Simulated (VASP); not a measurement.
## C: relaxation of cell and atoms with PBE+D3(BJ)

C:

```xyz
4
Lattice="2.4663 0.0000 0.0000 -1.2331 2.1359 0.0000 0.0000 0.0000 6.7296" Properties=species:S:1:pos:R:3 pbc="T T T"
C     0.0000    0.0000    5.0472
C     0.0000    0.0000    1.6824
C     0.0000    1.4239    5.0472
C     1.2331    0.7120    1.6824
```

```
Program                : VASP 6.6.1
Task                   : relaxation of cell and atoms
Functional             : PBE
Dispersion             : D3(BJ)
Potentials or basis    : VASP PAW PBE potentials, release 64 (C)
Cutoff                 : 520 eV
k mesh                 : 21 × 21 × 8
Occupations            : gaussian, width 0.02 eV
Spin                   : no spin polarisation
Further INCAR settings : ALGO = Normal; EDIFF = 1e-07; IBRION = 2; EDIFFG = -0.002; NSW = 80; ISIF = 3
```

```
Pressure after relaxing    : 0.0 GPa
Band gap on the k mesh     : none (metal or under the smearing width)
Dispersion energy per atom : -0.156 eV
```

Final structure:
```xyz
4
Lattice="2.4663 0.0000 0.0000 -1.2331 2.1359 0.0000 0.0000 0.0000 6.7296" Properties=species:S:1:pos:R:3 pbc="T T T"
C     0.0000    0.0000    5.0472
C     0.0000    0.0000    1.6824
C     0.0000    1.4239    5.0472
C     1.2331    0.7120    1.6824
```

Levels at points of the mesh, in eV from the Fermi level:
```
           k point  band 5  band 6  band 7  band 8  band 9  band 10  band 11  band 12
(0.00, 0.00, 0.00)   -3.01   -3.01   -3.00   -3.00    4.27     8.32     8.33     8.37
(0.00, 0.00, 0.50)   -3.00   -3.00   -3.00   -3.00    6.89     6.89     8.34     8.34
```

Run time: 14 s on 4 MPI ranks on Intel(R) Xeon(R) Platinum 8488C (Sapphire Rapids), with other jobs on the host, peak memory 0.2 GiB a rank.

Caveat: the relaxation stopped at its first step, so nothing moved.
